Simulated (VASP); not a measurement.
A run of VASP 6.6.1:

Contents of INCAR:

```
PREC     = Accurate       # precision mode
ENCUT    = 600            # plane-wave cutoff, eV
EDIFF    = 1E-6           # SCF threshold, eV
ISMEAR   = 0              # smearing method
SIGMA    = 0.03           # smearing width, eV
LREAL    = False          # projectors in reciprocal space
LASPH    = True           # aspherical terms in the spheres
NELM     = 80             # most SCF steps
ALGO     = Normal         # electronic algorithm
ISIF     = 3              # what is computed and relaxed
LWAVE    = False          # write WAVECAR
LCHARG   = False          # write CHGCAR
GGA      = MK             # functional
LUSE_VDW = True         
AGGAC    = 0.0          
PARAM1   = 0.1234       
PARAM2   = 0.711357     
ZAB_VDW  = -1.8867      
IBRION   = 2              # ionic algorithm
NSW      = 90             # ionic steps
EDIFFG   = -0.01          # ionic threshold
KPAR     = 2
```

KPOINTS

```
regular mesh
0
Gamma
  9 9 5
```

POSCAR

```
HfS2
1.0
    3.6396641800      0.0000000000      0.0000000000
   -1.8198320900      3.1520416411      0.0000000000
    0.0000000000      0.0000000000      6.0555624700
Hf S
1 2
Direct
    0.0000000000      0.0000000000      0.0000000000
    0.6666666700      0.3333333300      0.7639520500
    0.3333333300      0.6666666700      0.2360479500
```

Potentials or basis: VASP PAW PBE potentials, release 64 (Hf_pv, S).

Launch:

```sh
$ cat potpaw_PBE.64/Hf_pv/POTCAR potpaw_PBE.64/S/POTCAR > POTCAR
$ mpirun -np 2 vasp_std > vasp.out
```

Hardware: 2 MPI ranks on Intel(R) Xeon(R) Platinum 8488C (Sapphire Rapids), with other jobs on the host.

How long does it take, and how much memory?

It took 10 min on 2 MPI ranks on Intel(R) Xeon(R) Platinum 8488C (Sapphire Rapids), with other jobs on the host, peak memory 0.48 GiB a rank. Counts: scf iterations 82, k points 50, ion steps 10.
